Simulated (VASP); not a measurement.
# ZnGe2N2 (P6mm) in VASP: further runs

One crystal, ZnGe2N2, is run at these levels: PBE; tasks: single point.

Program: VASP 6.6.1. These are calculated values, not measurements. Logs are shortened: lines on timing, memory, paths and dates and some standing lists are left out, and cuts for length are marked.

### Step 1. The structure

Symmetry: P6mm, No. 183, hexagonal system. The conventional cell has a = 3.510 Å, b = 3.510 Å, c = 7.641 Å, α = 90.00°, β = 90.00°, γ = 120.00°. Zn (site symmetry 6mm) has 2 Ge at 2.47 to 2.57 Å and 6 N at 2.54 Å as nearest neighbours. Ge (site symmetry 6mm) is surrounded by 1 Zn at 2.47 Å and 1 Ge at 2.60 Å. Around Ge (site symmetry 6mm) lie 6 N at 2.28 Å and 1 Zn at 2.57 Å and 1 Ge at 2.60 Å. Around N (site symmetry 3m) lie 3 N at 2.03 Å and 3 Ge at 2.28 Å.

The cell was built by a generator and needn't be a form met in nature.

### Step 2. Single point, PBE

File INCAR:

```
PREC = Accurate
ENCUT = 520
EDIFF = 1E-6
ISMEAR = 0
SIGMA = 0.1
LREAL = False
LASPH = True
NELM = 100
ALGO = Fast
ISIF = 2
LWAVE = False
LCHARG = True
GGA = PE
LELF = True
LVHAR = True
NBANDS = 33
```

File KPOINTS:

```
regular mesh
0
Gamma
  12 12 6
```

File POSCAR:

```
ZnGe2N2
1.0
    3.5101556795      0.0000000000      0.0000000000
   -1.7550778398      3.0398839897      0.0000000000
    0.0000000000      0.0000000000      7.6413331951
Zn Ge N
1 2 2
Direct
    0.0000000000      0.0000000000      0.7496237322
    0.0000000000      0.0000000000      0.4268447611
    0.0000000000      0.0000000000      0.0865777684
    0.3333333333      0.6666666667      0.9503430591
    0.6666666667      0.3333333333      0.9503430591
```

Potentials or basis: VASP PAW PBE potentials, release 64 (Zn, Ge_d, N).

Command:

```console
> cat potpaw_PBE.64/Zn/POTCAR potpaw_PBE.64/Ge_d/POTCAR potpaw_PBE.64/N/POTCAR > POTCAR
> mpirun -np 1 vasp_std > vasp.out
```

OUTCAR:

```text
PREC = Accurate
   ENCUT = 520
   EDIFF = 1E-6
   ISMEAR = 0
   LREAL = False
   LASPH = True
   NELM = 100
   ISIF = 2
   GGA = PE

 ion  position               nearest neighbor table
   1  0.000  0.000  0.750-   2 2.47   3 2.57
   2  0.000  0.000  0.427-   1 2.47   3 2.60
   3  0.000  0.000  0.087-   4 2.28   5 2.28   5 2.28   4 2.28   5 2.28   4 2.28   1 2.57   2 2.60

   4  0.333  0.667  0.950-   3 2.28   3 2.28   3 2.28
   5  0.667  0.333  0.950-   3 2.28   3 2.28   3 2.28

  LATTYP: Found a hexagonal cell.
 ALAT       =     3.5101556795
 C/A-ratio  =     2.1769214510

  Lattice vectors:

 A1 = (   3.5101556795,   0.0000000000,   0.0000000000)
 A2 = (  -1.7550778398,   3.0398839897,   0.0000000000)
 A3 = (   0.0000000000,   0.0000000000,   7.6413331951)

Analysis of symmetry for initial positions (statically):
=====================================================================
 Subroutine PRICEL returns:
 Original cell was already a primitive cell.

 Routine SETGRP: Setting up the symmetry group for a
 hexagonal supercell.

 Subroutine GETGRP returns: Found 12 space group operations
 (whereof 12 operations were pure point group operations)
 out of a pool of 24 trial point group operations.

The static configuration has the point symmetry C_6v.

Analysis of symmetry for dynamics (positions and initial velocities):
=====================================================================
 Subroutine PRICEL returns:
 Original cell was already a primitive cell.

 Routine SETGRP: Setting up the symmetry group for a
 hexagonal supercell.

 Subroutine GETGRP returns: Found 12 space group operations
 (whereof 12 operations were pure point group operations)
 out of a pool of 24 trial point group operations.

The dynamic configuration has the point symmetry C_6v.

 Subroutine INISYM returns: Found 12 space group operations
 (whereof 12 operations are pure point group operations),
 and found     1 'primitive' translations

----------------------------------------------------------------------------------------

                                     Primitive cell

  volume of cell :      81.5366

  direct lattice vectors                    reciprocal lattice vectors
     3.510155679  0.000000000  0.000000000     0.284887649  0.164479961  0.000000000
    -1.755077840  3.039883990  0.000000000     0.000000000  0.328959922  0.000000000
     0.000000000  0.000000000  7.641333195     0.000000000  0.000000000  0.130867216

  length of vectors
     3.510155679  3.510155680  7.641333195     0.328959922  0.328959922  0.130867216

  position of ions in fractional coordinates (direct lattice)
     0.000000000  0.000000000  0.749623732
     0.000000000  0.000000000  0.426844761
     0.000000000  0.000000000  0.086577768
     0.333333333  0.666666667  0.950343059
     0.666666667  0.333333333  0.950343059

  ion indices of the primitive-cell ions
   primitive index   ion index
                 1           1
                 2           2
                 3           3
                 4           4
                 5           5

----------------------------------------------------------------------------------------

 KPOINTS: regular mesh

Automatic generation of k-mesh.
 Grid dimensions read from file:
 generate k-points for:   12   12    6

 Generating k-lattice:

  Cartesian coordinates                     Fractional coordinates (reciprocal lattice)
     0.023740637  0.013706663  0.000000000     0.083333333  0.000000000  0.000000000
     0.000000000  0.027413327  0.000000000     0.000000000  0.083333333  0.000000000
     0.000000000  0.000000000  0.021811203     0.000000000  0.000000000  0.166666667

  Length of vectors
     0.027413327  0.027413327  0.021811203

  Shift w.r.t. Gamma in fractional coordinates (k-lattice)
     0.000000000  0.000000000  0.000000000

 Subroutine IBZKPT returns following result:
 ===========================================

 Found     76 irreducible k-points:

 Following reciprocal coordinates:
            Coordinates               Weight
  0.000000  0.000000  0.000000      1.000000
  0.083333  0.000000  0.000000      6.000000
  0.166667  0.000000  0.000000      6.000000
  0.250000  0.000000  0.000000      6.000000
  0.333333  0.000000  0.000000      6.000000
  0.416667  0.000000  0.000000      6.000000
[... 16 lines left out ...]
  0.250000  0.000000  0.166667     12.000000
  0.333333  0.000000  0.166667     12.000000
 [... further k-points ...]
   k-points           NKPTS =     76   k-points in BZ     NKDIM =     76   number of bands    NBANDS=     33
   number of dos      NEDOS =    301   number of ions     NIONS =      5
   total plane-waves  NPLWV =  47040
   dimension x,y,z NGX =    28 NGY =   28 NGZ =   60
   dimension x,y,z NGXF=    56 NGYF=   56 NGZF=  120
   ions per type =               1   2   2
   NGX,Y,Z   is equivalent  to a cutoff of  13.26, 13.26, 13.05 a.u.
   NGXF,Y,Z  is equivalent  to a cutoff of  26.52, 26.52, 26.11 a.u.
 SYSTEM =  unknown system
   PREC   = accura    normal or accurate (medium, high low for compatibility)
   ISTART =      0    job   : 0-new  1-cont  2-samecut
   ICHARG =      2    charge: 1-file 2-atom 10-const
   ISPIN  =      1    spin polarized calculation?
   LNONCOLLINEAR =      F non collinear calculations
   LSORBIT =      F    spin-orbit coupling
   LASPH  =      T    aspherical Exc in radial PAW
   ENCUT  =  520.0 eV  38.22 Ry    6.18 a.u.   6.53  6.53 14.21*2*pi/ulx,y,z
   NELM   =    100;   NELMIN=  2; NELMDL= -5     # of ELM steps
   EDIFF  = 0.1E-05   stopping-criterion for ELM
   LREAL  =      F    real-space projection
   EDIFFG = 0.1E-04   stopping-criterion for IOM
   NSW    =      0    number of steps for IOM
   IBRION =     -1    ionic relax: 0-MD 1-quasi-New 2-CG
   NFREE  =      0    steps in history (QN), initial steepest desc. (CG)
   ISIF   =      2    stress and relaxation
   ISYM   =      2    0-nonsym 1-usesym 2-fastsym
   POTIM  = 0.5000    time-step for ionic-motion
   TEBEG  =    0.0;   TEEND  =   0.0 temperature during run
   PSTRESS=    0.0 pullay stress
   NELECT =      50.0000    total number of electrons
   NUPDOWN=      -1.0000    fix difference up-down
   EMIN   =  10.00;   EMAX   =-10.00  energy-range for DOS
   EFERMI =   0.00;   METHOD = LEGACY
   ISMEAR =     0;   SIGMA  =   0.10  broadening in eV -4-tet -1-fermi 0-gaus
   EFERMI_NEDOS =   21; number of points for ismear=-14 and -15
   IALGO  =     68    algorithm
   IMIX   =      4    mixing-type and parameters
     AMIX     =   0.40;   BMIX     =  1.00
     AMIX_MAG =   1.60;   BMIX_MAG =  1.00
  volume/ion in A,a.u.               =      16.31       110.05
  Fermi-wavevector in a.u.,A,eV,Ry     =   1.390851  2.628328 26.320021  1.934467
  Thomas-Fermi vector in A             =   2.514747
   LORBIT       =      0    0 simple, 1 ext, 2 COOP (PROOUT), +10 PAW based schemes
   GGA     = PE    functional components
   LHFCALC =     F    Hartree Fock is set to
   AEXX    =    0.0000 exact exchange contribution
   IVDW    =     0    specifies the selected vdW correction
   LEPSILON=     F    determine dielectric tensor
   LRPA    =     F    only Hartree local field effects (RPA)
 non-spin polarized calculation
 RMM-DIIS sequential band-by-band and
 Gauss-broadening in eV      SIGMA  =   0.10
  energy-cutoff  :      520.00
  volume of cell :       81.54
 maximum number of plane-waves:      2231
 NGX is ok and might be reduce to    28
   NGX = 13   NGY = 13   NGZ = 29

 number of electron      50.0000019 magnetization

 Free energy of the ion-electron system (eV)
  ---------------------------------------------------
  ext. energy  EPLUGINS =         0.00000000
  ---------------------------------------------------
  free energy    TOTEN  =       -19.26398153 eV

  energy without entropy =      -19.25463544  energy(sigma->0) =      -19.25930848

 E-fermi :   4.0796     XC(G=0): -10.3933

 val. band max:        4.0394984336   @ k =   0.2500   0.0000   0.0000
 cond. band min:       4.0827556066   @ k =   0.4167   0.1667   0.5000
 fundamental gap:      0.0432571730
 Fermi energy:         4.0796294966

 k-point     1 :       0.0000    0.0000    0.0000
  band No.  band energies     occupation
      1     -21.1241      2.00000
      2     -21.1109      2.00000
      3     -21.1109      2.00000
      4     -21.0923      2.00000
      5     -21.0923      2.00000
      6     -20.7178      2.00000
[... 25 lines left out ...]
     32      10.6479      0.00000
     33      12.0510      0.00000

 k-point     2 :       0.0833    0.0000    0.0000
  band No.  band energies     occupation
      1     -21.1233      2.00000
      2     -21.1116      2.00000
      3     -21.1093      2.00000
      4     -21.0939      2.00000
      5     -21.0926      2.00000
      6     -20.7179      2.00000
[... 25 lines left out ...]
     32      10.4419      0.00000
     33      12.6058      0.00000

 k-point     3 :       0.1667    0.0000    0.0000
  band No.  band energies     occupation
      1     -21.1217      2.00000
      2     -21.1129      2.00000
      3     -21.1050      2.00000
      4     -21.0979      2.00000
      5     -21.0932      2.00000
      6     -20.7182      2.00000
[... 25 lines left out ...]
     32       9.9569      0.00000
     33      12.4047      0.00000

 k-point     4 :       0.2500    0.0000    0.0000
  band No.  band energies     occupation
      1     -21.1219      2.00000
      2     -21.1128      2.00000
      3     -21.1030      2.00000
      4     -21.0995      2.00000
      5     -21.0937      2.00000
      6     -20.7187      2.00000
[... 673 lines left out ...]
     32      10.0925      0.00000
     33      12.2214      0.00000

 k-point    23 :       0.2500    0.0000    0.1667
  band No.  band energies     occupation
      1     -21.1219      2.00000
      2     -21.1128      2.00000
      3     -21.1030      2.00000
      4     -21.0994      2.00000
      5     -21.0937      2.00000
      6     -20.7187      2.00000
[... 25 lines left out ...]
     32       9.5512      0.00000
     33      11.1968      0.00000

 k-point    24 :       0.3333    0.0000    0.1667
  band No.  band energies     occupation
      1     -21.1244      2.00000
      2     -21.1131      2.00000
      3     -21.1054      2.00000
      4     -21.0966      2.00000
      5     -21.0915      2.00000
      6     -20.7193      2.00000
[... 25 lines left out ...]
     32       9.0660      0.00000
     33      10.3742      0.00000

 [... further k-points ...]

------------------------ aborting loop because EDIFF is reached ----------------------------------------

  FORCE on cell =-STRESS in cart. coord.  units (eV):
  Direction    XX          YY          ZZ          XY          YZ          ZX
  --------------------------------------------------------------------------------------
  -------------------------------------------------------------------------------------
  Total        0.0500611      0.0500611      0.1042766     -0.0000000      0.0000000      0.0000000
  in kB        0.9836901      0.9836901      2.0490138     -0.0000000      0.0000000      0.0000000
  external PRESSURE =       1.3387980 kB  Pullay stress =       0.0000000 kB

 VOLUME and BASIS-vectors are now :
 -----------------------------------------------------------------------------
  energy-cutoff  :      520.00
  volume of cell :       81.54
      direct lattice vectors                 reciprocal lattice vectors
     3.510155679  0.000000000  0.000000000     0.284887649  0.164479961  0.000000000
    -1.755077840  3.039883990  0.000000000     0.000000000  0.328959922  0.000000000
     0.000000000  0.000000000  7.641333195     0.000000000  0.000000000  0.130867216

 POSITION                                       TOTAL-FORCE (eV/Angst)
 -----------------------------------------------------------------------------------
      0.00000      0.00000      5.72812        -0.000000      0.000000     -0.025428
      0.00000      0.00000      3.26166         0.000000      0.000000     -0.002841
      0.00000      0.00000      0.66157        -0.000000     -0.000000      0.032205
     -0.00000      2.02659      7.26189        -0.000000     -0.000000     -0.001968
      1.75508      1.01329      7.26189         0.000000      0.000000     -0.001968
 -----------------------------------------------------------------------------------
    total drift:                               -0.000000     -0.000001      0.000765

  FREE ENERGIE OF THE ION-ELECTRON SYSTEM (eV)
  ---------------------------------------------------
  free  energy   TOTEN  =       -19.2639815299 eV

  energy  without entropy=      -19.2546354361  energy(sigma->0) =      -19.25930848
```

Wall time 2.9 min (1 thread of AMD EPYC 9R45 (Zen 5), shared host); peak memory 0.31 GiB.

Results:

```
Free energy            : -19.2640 eV
Pressure               : 0.1 GPa
Largest force          : 0.032 eV/Å
Band gap on the k mesh : none (metal or under the smearing width)
```

Forces on the atoms (eV/Å):
```
Zn   0.000  0.000 -0.025
Ge   0.000  0.000 -0.003
Ge   0.000  0.000  0.032
N    0.000  0.000 -0.002
N    0.000  0.000 -0.002
```

Stress tensor (GPa, compression positive):
```
0.10 0.00 0.00
0.00 0.10 0.00
0.00 0.00 0.20
```

Levels at points of the mesh, in eV from the Fermi level:
```csv
k point,band 21,band 22,band 23,band 24,band 25,band 26,band 27,band 28,band 29,band 30
"(0.00, 0.00, 0.00)",-4.67,-3.21,-2.81,-1.57,-1.57,0.16,1.84,4.10,4.10,4.79
"(0.50, 0.00, 0.00)",-4.72,-4.52,-2.69,-1.33,0.76,1.14,2.23,2.37,3.22,3.52
"(0.00, 0.00, 0.50)",-4.67,-4.67,-1.56,-1.56,-0.66,0.16,0.92,3.92,3.92,5.52
"(0.50, 0.00, 0.50)",-4.89,-3.62,-2.44,-2.18,0.44,0.79,1.76,2.03,2.37,3.08
```

### Step 3. Single point, PBE (random cell by space group and Wyckoff sites (P6mm, No. 183))

File INCAR:

```
SYSTEM = ZnGe2N2
ALGO = Fast
EDIFF = 1E-7
ENCUT = 520
GGA = PE
ISIF = 2
ISMEAR = 0
LASPH = .True.
LCHARG = .False.
LREAL = .False.
LWAVE = .False.
NBANDS = 33
NELM = 100
PREC = Accurate
SIGMA = 0.1
```

File KPOINTS:

```
k-points
0
Gamma
  12 12 6
  0 0 0
```

POSCAR is that of step 2.

Potentials or basis: VASP PAW PBE potentials, release 64 (Zn, Ge_d, N).

Command:

```console
> cat potpaw_PBE.64/Zn/POTCAR potpaw_PBE.64/Ge_d/POTCAR potpaw_PBE.64/N/POTCAR > POTCAR
> mpirun -np 1 vasp_std > vasp.out
```

Wall time 3.1 min (1 thread of AMD EPYC 9R45 (Zen 5), shared host); peak memory 0.3 GiB.

It converged, with:

- Free energy: -19.2640 eV
- Pressure: 0.1 GPa
- Largest force: 0.032 eV/Å
- Band gap on the k mesh: none (metal or under the smearing width)

Forces in eV/Å, atoms in the order of the input:
```
Zn   0.000  0.000 -0.026
Ge   0.000  0.000 -0.003
Ge   0.000  0.000  0.032
N    0.000  0.000 -0.002
N    0.000  0.000 -0.002
```

Stress tensor (GPa, compression positive):
```
0.09 0.00 0.00
0.00 0.09 0.00
0.00 0.00 0.20
```

Levels at points of the mesh, in eV from the Fermi level:
```
           k point  band 22  band 23  band 24  band 25  band 26  band 27  band 28  band 29
(0.00, 0.00, 0.00)    -3.21    -2.81    -1.57    -1.57     0.16     1.84     4.10     4.10
(0.50, 0.00, 0.00)    -4.52    -2.69    -1.33     0.76     1.14     2.23     2.37     3.22
(0.00, 0.00, 0.50)    -4.67    -1.56    -1.56    -0.66     0.16     0.92     3.92     3.92
(0.50, 0.00, 0.50)    -3.62    -2.44    -2.18     0.45     0.79     1.76     2.03     2.37
```
